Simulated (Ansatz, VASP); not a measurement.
# GaP: VASP beside Ansatz

Aim: how closely do two programs agree when they are given the same cell, functional and k mesh? The cell is taken from a series of runs on this material, whose earlier steps may have relaxed, scaled, displaced or heated it; both programs get it as it stands.

Main program and level: Ansatz 0.2.0; plane waves, with VASP 6.6.1 beside it; zone-centre phonons at LDA.

## (1) The structure

It takes space group I-4m2 (No. 119, tetragonal). Conventional cell: a = 3.660 Å, b = 3.660 Å, c = 5.581 Å, α = 90.00°, β = 90.00°, γ = 90.00°. P has 4 Ga at 2.30 Å nearest. Nearest to Ga lie 4 P at 2.30 Å. Farther neighbours are not listed.

Structure file:

```cif
data_structure
_symmetry_space_group_name_H-M 'P 1'
_symmetry_Int_Tables_number 1
_cell_length_a 3.8059
_cell_length_b 3.8059
_cell_length_c 3.6598
_cell_angle_alpha 61.262
_cell_angle_beta 61.262
_cell_angle_gamma 57.476
_cell_volume 37.38
loop_
_atom_site_label
_atom_site_type_symbol
_atom_site_fract_x
_atom_site_fract_y
_atom_site_fract_z
_atom_site_occupancy
P1 P 0.75000 0.75000 0.75000 1
Ga2 Ga 0.00000 0.00000 0.00000 1
```

## (2) VASP: zone-centre phonons, LDA

Second derivatives magnify differences that forces hide, and they need a tight electronic threshold.

Lines of VASP's logs that name or quote its potential files are left out, and so is its time.

INCAR

```
SYSTEM = GaP
PREC = Accurate
ENCUT = 500
EDIFF = 1E-08
NELM = 120
ISMEAR = 0
SIGMA = 0.01
LREAL = .FALSE.
ALGO = Normal
GGA = CA
NBANDS = 15
LORBIT = 11
LWAVE = .FALSE.
LCHARG = .FALSE.
ISIF = 2
IBRION = 8
LEPSILON = .TRUE.
LASPH = .TRUE.
GGA_COMPAT = .FALSE.
EFERMI = MIDGAP
KPAR = 2
```

POSCAR

```
GaP
1.0
    0.0000000000      2.5878774832      2.7906560600
    2.5878774832      0.0000000000      2.7906560600
    2.5878774832      2.5878774832      0.0000000000
P Ga
1 1
Direct
    0.7500000000      0.7500000000      0.7500000000
    0.0000000000      0.0000000000      0.0000000000
```

KPOINTS

```
Automatic mesh
0
Gamma
12 12 12
0 0 0
```

Potentials, in the order of the species: P and Ga_d (LDA family, release 64).

The run is started by

```sh
mpirun -np 2 vasp_std
```

Numbers of over 12 decimals in the logs are rounded to 6 here.

The log of the run:

```text
[banner, memory and clock lines left out]
running    2 mpi-ranks, on    1 nodes
 distrk:  each k-point on    1 cores,    2 groups
 distr:  one band on    1 cores,    1 groups

 POSCAR found type information on POSCAR P Ga
 POSCAR found :  2 types and       2 ions
 LDA part: xc-table for (Slater(with rela. corr.)+CA(PZ))
 , standard interpolation
 POSCAR, INCAR and KPOINTS ok, starting setup
 FFT: planning ... GRIDC
 FFT: planning ... GRID_SOFT
 FFT: planning ... GRID
 WAVECAR not read
 entering main loop
       N       E                     dE             d eps       ncg     rms          rms(c)
DAV:   1     0.781956265844E+02    0.78196E+02   -0.89743E+03  5089   0.177E+03
DAV:   2    -0.478012247841E+01   -0.82976E+02   -0.79289E+02  5513   0.313E+02
DAV:   3    -0.106501723255E+02   -0.58700E+01   -0.58459E+01  6038   0.676E+01
DAV:   4    -0.107445851313E+02   -0.94413E-01   -0.94379E-01  6187   0.923E+00
DAV:   5    -0.107465068588E+02   -0.19217E-02   -0.19216E-02  6248   0.115E+00    0.474E+00
DAV:   6    -0.104488994874E+02    0.29761E+00   -0.40326E-01  7596   0.121E+01    0.308E+00
DAV:   7    -0.103930324064E+02    0.55867E-01   -0.10579E-01  6611   0.248E+00    0.113E+00
DAV:   8    -0.103884739202E+02    0.45585E-02   -0.13115E-02  6172   0.134E+00    0.249E-01
DAV:   9    -0.103884239344E+02    0.49986E-04   -0.10989E-03  7194   0.421E-01    0.619E-02
DAV:  10    -0.103884151080E+02    0.88264E-05   -0.57357E-05  7355   0.102E-01    0.229E-02
DAV:  11    -0.103884206039E+02   -0.54958E-05   -0.10043E-05  6570   0.459E-02    0.882E-03
DAV:  12    -0.103884203541E+02    0.24973E-06   -0.56026E-07  6454   0.878E-03    0.556E-03
DAV:  13    -0.103884203267E+02    0.27489E-07   -0.20116E-07  6255   0.456E-03    0.907E-04
DAV:  14    -0.103884203259E+02    0.72941E-09   -0.10299E-08  4441   0.111E-03
   1 F= -.10388420E+02 E0= -.10388420E+02  d E =0.000000E+00
 Linear response reoptimize wavefunctions to high precision
DAV:   1    -0.103884203261E+02   -0.16462E-09   -0.15258E-09  4847   0.450E-04
DAV:   2    -0.103884203261E+02   -0.35925E-10   -0.22531E-10  3103   0.139E-04
 Linear response G [H, r] |phi>, progress :
  Direction:   1
       N       E                     dE             d eps       ncg     rms
RMM:   1    -0.404619259008E+02   -0.40462E+02    0.16181E+02  5653   0.244E+02
RMM:   2    -0.480335923160E+02   -0.75717E+01   -0.23053E+01 10088   0.366E+01
RMM:   3    -0.488416270872E+02   -0.80803E+00   -0.21803E+00 10239   0.906E+00
RMM:   4    -0.488698060615E+02   -0.28179E-01   -0.15372E-01 10677   0.236E+00
RMM:   5    -0.488695736563E+02    0.23241E-03   -0.76992E-03 10729   0.596E-01
RMM:   6    -0.488697498050E+02   -0.17615E-03   -0.81942E-04 10784   0.199E-01
RMM:   7    -0.488697606079E+02   -0.10803E-04   -0.92180E-05 10870   0.713E-02
RMM:   8    -0.488697710521E+02   -0.10444E-04   -0.45993E-05 10915   0.285E-02
RMM:   9    -0.488697709212E+02    0.13089E-06   -0.16951E-05 10891   0.120E-02
RMM:  10    -0.488697713524E+02   -0.43120E-06   -0.16044E-05 10720   0.555E-03
RMM:  11    -0.488697698339E+02    0.15185E-05    0.11021E-05  9620   0.260E-03
RMM:  12    -0.488697698026E+02    0.31289E-07   -0.42465E-06  8245   0.135E-03
RMM:  13    -0.488697696803E+02    0.12226E-06    0.33212E-06  6722   0.758E-04
RMM:  14    -0.488697697339E+02   -0.53567E-07   -0.24500E-06  5660   0.499E-04
RMM:  15    -0.488697697326E+02    0.12875E-08    0.29981E-06  5069   0.386E-04
RMM:  16    -0.488697697808E+02   -0.48129E-07    0.48493E-06  4898   0.335E-04
RMM:  17    -0.488697695749E+02    0.20588E-06    0.63408E-06  4665   0.308E-04
RMM:  18    -0.488697694406E+02    0.13432E-06   -0.48762E-06  4473   0.294E-04
RMM:  19    -0.488697693751E+02    0.65414E-07    0.28043E-06  4244   0.288E-04
RMM:  20    -0.488697693620E+02    0.13152E-07    0.28335E-07  4099   0.285E-04
 Linear response G [H, r] |phi>, progress :
  Direction:   2
       N       E                     dE             d eps       ncg     rms
RMM:   1    -0.379808109617E+02   -0.37981E+02    0.16744E+02  5697   0.241E+02
RMM:   2    -0.430305661428E+02   -0.50498E+01   -0.18830E+01 10047   0.355E+01
RMM:   3    -0.440694360386E+02   -0.10389E+01   -0.20378E+00 10126   0.894E+00
RMM:   4    -0.440996557105E+02   -0.30220E-01   -0.14684E-01 10656   0.236E+00
RMM:   5    -0.441010039136E+02   -0.13482E-02   -0.10368E-02 10673   0.609E-01
RMM:   6    -0.441010342953E+02   -0.30382E-04   -0.61996E-04 10866   0.208E-01
RMM:   7    -0.441010893892E+02   -0.55094E-04   -0.83440E-05 10883   0.771E-02
RMM:   8    -0.441010997518E+02   -0.10363E-04    0.19303E-05 10938   0.326E-02
RMM:   9    -0.441011052729E+02   -0.55211E-05    0.78059E-06 10887   0.142E-02
RMM:  10    -0.441011059920E+02   -0.71909E-06    0.13717E-05 10714   0.676E-03
RMM:  11    -0.441011064769E+02   -0.48488E-06    0.19176E-06  9590   0.312E-03
RMM:  12    -0.441011071302E+02   -0.65327E-06    0.18087E-06  8293   0.165E-03
[...]
RMM:   9    -0.101293630303E+01    0.19103E-04   -0.76922E-07 30618   0.341E-03    0.282E-04
RMM:  10    -0.101293435630E+01    0.19467E-05   -0.64157E-07 30397   0.131E-03    0.824E-05
RMM:  11    -0.101293200277E+01    0.23535E-05   -0.36375E-08 28690   0.582E-04    0.669E-05
RMM:  12    -0.101293108488E+01    0.91789E-06    0.10849E-07 22814   0.255E-04    0.163E-05
[...]
RMM:  13    -0.109773039009E+01    0.30299E-06   -0.66631E-08  7433   0.109E-04    0.716E-06
 change of polarisation eV/A/(eV/A) component  3 :     0.757     0.171     2.086
 dielectric tensor                  component  3 :     3.666     0.829    11.101
 Linear response DOF=           4
 Linear response progress:
  Degree of freedom:   1/  4
       N       E                     dE             d eps       ncg     rms          rms(c)
RMM:   1    -0.504913980010E-01   -0.50491E-01    0.45748E-03 34318   0.186E+00
RMM:   2    -0.471217598778E-01    0.33696E-02   -0.61106E-03 25799   0.576E-01    0.123E-01
RMM:   3    -0.471895892350E-01   -0.67829E-04   -0.55119E-04 28827   0.186E-01    0.598E-02
RMM:   4    -0.474661616402E-01   -0.27657E-03   -0.76831E-05 28234   0.678E-02    0.118E-02
RMM:   5    -0.474805091668E-01   -0.14348E-04   -0.80171E-06 30162   0.229E-02    0.708E-03
RMM:   6    -0.474649665664E-01    0.15543E-04   -0.14864E-06 28429   0.800E-03    0.391E-03
RMM:   7    -0.474655831355E-01   -0.61657E-06   -0.22931E-07 29807   0.309E-03    0.790E-04
RMM:   8    -0.474638550568E-01    0.17281E-05   -0.62792E-08 29180   0.107E-03    0.113E-04
RMM:   9    -0.474636244178E-01    0.23064E-06   -0.38966E-08 29902   0.361E-04    0.176E-05
RMM:  10    -0.474636188783E-01    0.55395E-08   -0.33774E-08 28959   0.125E-04    0.599E-06
 first order change of Fermi-energy   0.39932E-04
 force on displaced ion       1 direction 1 : -11.424   0.000  -0.000
 Born effective charge ion    1 direction 1 :  -1.913   0.000   0.000
 Linear response progress:
  Degree of freedom:   2/  4
       N       E                     dE             d eps       ncg     rms          rms(c)
RMM:   1    -0.506656267070E-01   -0.50666E-01    0.14722E-02 19224   0.196E+00
RMM:   2    -0.478699230424E-01    0.27957E-02   -0.62282E-03 15294   0.572E-01    0.134E-01
RMM:   3    -0.480104546077E-01   -0.14053E-03   -0.54389E-04 16815   0.184E-01    0.649E-02
RMM:   4    -0.483322473359E-01   -0.32179E-03   -0.88536E-05 16399   0.712E-02    0.124E-02
RMM:   5    -0.483419492000E-01   -0.97019E-05   -0.97722E-06 17560   0.240E-02    0.694E-03
RMM:   6    -0.483270794974E-01    0.14870E-04   -0.13373E-06 16568   0.810E-03    0.459E-03
RMM:   7    -0.483270258283E-01    0.53669E-07   -0.23022E-07 17327   0.314E-03    0.182E-04
RMM:   8    -0.483248121429E-01    0.22137E-05   -0.32010E-08 16830   0.109E-03    0.171E-04
RMM:   9    -0.483244373471E-01    0.37480E-06   -0.46083E-09 17542   0.332E-04    0.275E-05
RMM:  10    -0.483245476416E-01   -0.11029E-06    0.76628E-11 16947   0.119E-04    0.644E-06
RMM:  11    -0.483245309591E-01    0.16683E-07   -0.94415E-12 17268   0.438E-05    0.321E-06
RMM:  12    -0.483245329464E-01   -0.19873E-08   -0.12945E-09 16291   0.196E-05    0.119E-06
 first order change of Fermi-energy  -0.15080E+01
 force on displaced ion       1 direction 3 :  -0.000  -0.000 -11.906
 Born effective charge ion    1 direction 3 :   0.000   0.000  -2.226
 Linear response progress:
  Degree of freedom:   3/  4
       N       E                     dE             d eps       ncg     rms          rms(c)
RMM:   1    -0.166798232957E+00   -0.16680E+00    0.15910E-01 18008   0.900E+00
RMM:   2    -0.164922798502E+00    0.18754E-02   -0.28896E-02 27779   0.148E+00    0.589E-02
RMM:   3    -0.165224839613E+00   -0.30204E-03   -0.41026E-03 29208   0.432E-01    0.442E-02
RMM:   4    -0.165107135919E+00    0.11770E-03   -0.63556E-04 30571   0.135E-01    0.132E-02
RMM:   5    -0.165090438746E+00    0.16697E-04   -0.28307E-05 30888   0.369E-02    0.367E-03
RMM:   6    -0.165095449280E+00   -0.50105E-05   -0.44431E-06 30195   0.130E-02    0.785E-04
RMM:   7    -0.165096673995E+00   -0.12247E-05   -0.96326E-07 30314   0.513E-03    0.148E-04
RMM:   8    -0.165095420440E+00    0.12536E-05   -0.36914E-07 30324   0.217E-03    0.366E-05
RMM:   9    -0.165095277138E+00    0.14330E-06   -0.68548E-08 30814   0.935E-04    0.257E-05
RMM:  10    -0.165095068598E+00    0.20854E-06   -0.10587E-07 30480   0.421E-04    0.111E-05
RMM:  11    -0.165095180027E+00   -0.11143E-06    0.10074E-08 30399   0.204E-04    0.474E-06
RMM:  12    -0.165095166480E+00    0.13546E-07    0.66147E-08 30912   0.978E-05    0.506E-06
RMM:  13    -0.165095174842E+00   -0.83618E-08    0.15811E-07 30898   0.506E-05    0.861E-06
RMM:  14    -0.165095118232E+00    0.56610E-07    0.21154E-07 29290   0.321E-05    0.906E-07
RMM:  15    -0.165095093883E+00    0.24348E-07    0.25621E-07 30897   0.211E-05    0.229E-06
RMM:  16    -0.165095093226E+00    0.65763E-09    0.28568E-07 26922   0.143E-05    0.188E-06
RMM:  17    -0.165095108281E+00   -0.15055E-07    0.25406E-07 28173   0.128E-05    0.153E-07
RMM:  18    -0.165095104406E+00    0.38749E-08    0.26898E-07 16772   0.107E-05    0.589E-08
 first order change of Fermi-energy  -0.16657E-04
 force on displaced ion       2 direction 1 : -11.388   0.000   0.000
 Born effective charge ion    2 direction 1 :   1.901   0.000   0.000
 Linear response progress:
  Degree of freedom:   4/  4
       N       E                     dE             d eps       ncg     rms          rms(c)
RMM:   1    -0.168041305413E+00   -0.16804E+00    0.88262E-02 10603   0.852E+00
RMM:   2    -0.165668233462E+00    0.23731E-02   -0.27441E-02 16096   0.142E+00    0.634E-02
RMM:   3    -0.165938692651E+00   -0.27046E-03   -0.37470E-03 16966   0.417E-01    0.493E-02
RMM:   4    -0.165808971231E+00    0.12972E-03   -0.61231E-04 17625   0.138E-01    0.118E-02
RMM:   5    -0.165808255026E+00    0.71620E-06   -0.37421E-05 17768   0.375E-02    0.494E-03
RMM:   6    -0.165807974078E+00    0.28095E-06   -0.24813E-06 17628   0.134E-02    0.925E-04
RMM:   7    -0.165807910327E+00    0.63750E-07   -0.18263E-06 17688   0.531E-03    0.288E-04
RMM:   8    -0.165806867455E+00    0.10429E-05   -0.22189E-07 17669   0.216E-03    0.108E-04
RMM:   9    -0.165806656526E+00    0.21093E-06   -0.39673E-07 17770   0.908E-04    0.380E-05
RMM:  10    -0.165806241169E+00    0.41536E-06   -0.10987E-07 17440   0.407E-04    0.744E-06
RMM:  11    -0.165806314486E+00   -0.73318E-07    0.39865E-09 17731   0.185E-04    0.807E-06
RMM:  12    -0.165806285134E+00    0.29353E-07   -0.15418E-08 17841   0.867E-05    0.168E-06
RMM:  13    -0.165806276009E+00    0.91247E-08   -0.36850E-09 17758   0.425E-05    0.134E-06
 first order change of Fermi-energy   0.15085E+01
 force on displaced ion       2 direction 3 :  -0.000  -0.000 -11.854
 Born effective charge ion    2 direction 3 :   0.000   0.000   2.218
 Born effective charges drift removed
 Linear response finished
```

Parts of OUTCAR (step 2):

```text
ion  position               nearest neighbor table
   1  0.750  0.750  0.750-   2 2.30   2 2.30   2 2.30   2 2.30
   2  0.000  0.000  0.000-   1 2.30   1 2.30   1 2.30   1 2.30

  LATTYP: Found a body centered tetragonal cell.
 ALAT       =     3.6598114345
 C/A-ratio  =     1.5250272370

 Subroutine GETGRP returns: Found  8 space group operations
 (whereof  8 operations were pure point group operations)

The static configuration has the point symmetry D_2d.

 Found    163 irreducible k-points:

   k-points           NKPTS =    163   k-points in BZ     NKDIM =    163   number of bands    NBANDS=     15

   dimension x,y,z NGX =    28 NGY =   28 NGZ =   28
   dimension x,y,z NGXF=    56 NGYF=   56 NGZF=   56

   ENCUT  =  500.0 eV  36.75 Ry    6.06 a.u.   6.94  6.94  6.67*2*pi/ulx,y,z

   NELECT =      18.0000    total number of electrons

 k-points in reciprocal lattice and weights: Automatic mesh
   0.00000000  0.00000000  0.00000000       0.001
   0.08333333  0.00000000  0.00000000       0.005
   0.16666667  0.00000000  0.00000000       0.005
   0.25000000  0.00000000  0.00000000       0.005
   0.33333333  0.00000000  0.00000000       0.005
   0.41666667  0.00000000  0.00000000       0.005
   0.50000000  0.00000000  0.00000000       0.002
   0.08333333  0.08333333  0.00000000       0.001
   0.16666667  0.08333333  0.00000000       0.005
[...]
-0.33333333  0.16666667  0.50000000       0.002
  -0.25000000  0.25000000  0.50000000       0.001

 average (electrostatic) potential at core
       1 -83.8306       2 -65.8293

  Total        1.6163719      1.6163719      0.0288752      0.0000000      0.0000000      0.0000000
  in kB       69.2832305     69.2832305      1.2376890      0.0000000      0.0000000      0.0000000
  external PRESSURE =      46.6013833 kB  Pullay stress =       0.0000000 kB

  energy-cutoff  :      500.00
  volume of cell :       37.38
      direct lattice vectors                 reciprocal lattice vectors
     0.000000000  2.587877483  2.790656060    -0.193208528  0.193208528  0.179169338
     2.587877483  0.000000000  2.790656060     0.193208528 -0.193208528  0.179169338
     2.587877483  2.587877483  0.000000000     0.193208528  0.193208528 -0.179169338

 POSITION                                       TOTAL-FORCE (eV/Angst)
 -----------------------------------------------------------------------------------
      3.88182      3.88182      4.18598         0.000000      0.000000      0.000000
      0.00000      0.00000      0.00000        -0.000000     -0.000000     -0.000000
 -----------------------------------------------------------------------------------
    total drift:                               -0.000000     -0.000000     -0.000002

 MACROSCOPIC STATIC DIELECTRIC TENSOR (including local field effects in DFT)
 ------------------------------------------------------
          10.310115     0.000000     0.000000
          -0.000000    10.310115     0.000000
           0.000000     0.000000    11.100821
 ------------------------------------------------------

 PIEZOELECTRIC TENSOR (including local field effects)  for field in x, y, z        (C/m^2)
          XX          YY          ZZ          XY          YZ          ZX
  --------------------------------------------------------------------------------
  x     0.00000    -0.00000    -0.00000     0.00000     0.79161     0.00000
  y    -0.00000    -0.00000    -0.00000     0.00000     0.00000     0.79161
  z     0.00000     0.00000     0.00000     0.68216     0.00000     0.00000

 BORN EFFECTIVE CHARGES (including local field effects) (in |e|, cummulative output)
 ---------------------------------------------------------------------------------
 ion    1
    1    -1.90807     0.00000    -0.00000
    2     0.00000    -1.90807    -0.00000
    3     0.00000     0.00000    -2.22182
 ion    2
    1     1.90807     0.00000     0.00000
    2     0.00000     1.90807     0.00000
    3     0.00000     0.00000     2.22182

 Eigenvectors and eigenvalues of the dynamical matrix
 ----------------------------------------------------

   1 f  =   11.640441 THz    73.139048 2PiTHz  388.283316 cm-1    48.140974 meV
             X         Y         Z           dx          dy          dz
      3.881816  3.881816  4.185984     0.000000    0.000000    0.832670
      0.000000  0.000000  0.000000     0.000000    0.000000   -0.553769

   2 f  =   11.404201 THz    71.654706 2PiTHz  380.403189 cm-1    47.163963 meV
             X         Y         Z           dx          dy          dz
      3.881816  3.881816  4.185984     0.000000    0.832515    0.000000
      0.000000  0.000000  0.000000     0.000000   -0.554003    0.000000

   3 f  =   11.404201 THz    71.654706 2PiTHz  380.403189 cm-1    47.163963 meV
             X         Y         Z           dx          dy          dz
      3.881816  3.881816  4.185984    -0.832515    0.000000    0.000000
      0.000000  0.000000  0.000000     0.554003    0.000000    0.000000

   4 f/i=    0.008361 THz     0.052532 2PiTHz    0.278886 cm-1     0.034577 meV
             X         Y         Z           dx          dy          dz
      3.881816  3.881816  4.185984    -0.539853    0.124412    0.000000
      0.000000  0.000000  0.000000    -0.811250    0.186958    0.000000

   5 f/i=    0.008361 THz     0.052532 2PiTHz    0.278886 cm-1     0.034577 meV
             X         Y         Z           dx          dy          dz
      3.881816  3.881816  4.185984     0.124412    0.539853    0.000000
      0.000000  0.000000  0.000000     0.186958    0.811250    0.000000

   6 f/i=    0.011812 THz     0.074215 2PiTHz    0.393993 cm-1     0.048849 meV
             X         Y         Z           dx          dy          dz
      3.881816  3.881816  4.185984     0.000000    0.000000   -0.553769
      0.000000  0.000000  0.000000     0.000000    0.000000   -0.832670

 MACROSCOPIC STATIC DIELECTRIC TENSOR IONIC CONTRIBUTION
 ------------------------------------------------------
           1.545296    -0.000000     0.000000
          -0.000000     1.545296     0.000000
           0.000000     0.000000     2.011551
 ------------------------------------------------------

 ELASTIC MODULI CONTR FROM IONIC RELAXATION (kBar)
 Direction    XX          YY          ZZ          XY          YZ          ZX
 --------------------------------------------------------------------------------
 XX           0.0000      0.0000      0.0000      0.0000      0.0000      0.0000
 YY           0.0000      0.0000      0.0000      0.0000      0.0000      0.0000
 ZZ           0.0000      0.0000      0.0000      0.0000      0.0000      0.0000
 XY           0.0000      0.0000      0.0000   -339.8831      0.0000      0.0000
 YZ           0.0000      0.0000      0.0000      0.0000   -355.3172      0.0000
 ZX           0.0000      0.0000      0.0000      0.0000      0.0000   -329.7606
 --------------------------------------------------------------------------------

 PIEZOELECTRIC TENSOR IONIC CONTR  for field in x, y, z        (C/m^2)
          XX          YY          ZZ          XY          YZ          ZX
  --------------------------------------------------------------------------------
  x     0.00000     0.00000     0.00000    -0.00000    -0.69725     0.00000
  y     0.00000     0.00000     0.00000    -0.00000     0.00000    -0.67170
  z     0.00000     0.00000     0.00000    -0.77804     0.00000     0.00000
```

[end of part 1 of 2]

[Lines on the potential files, build, host, timing and source positions are cut from VASP's logs without a mark.]

[Logs are printed without paths, hosts, clocks, repeated set-up lines and the standing remarks that a program may print on its own settings, such as how far it seeks lower states.]

[Hosts, paths, dates, database ids (printed as entryN), source tags and the programs' standing remarks are cut or masked in the printed files.]
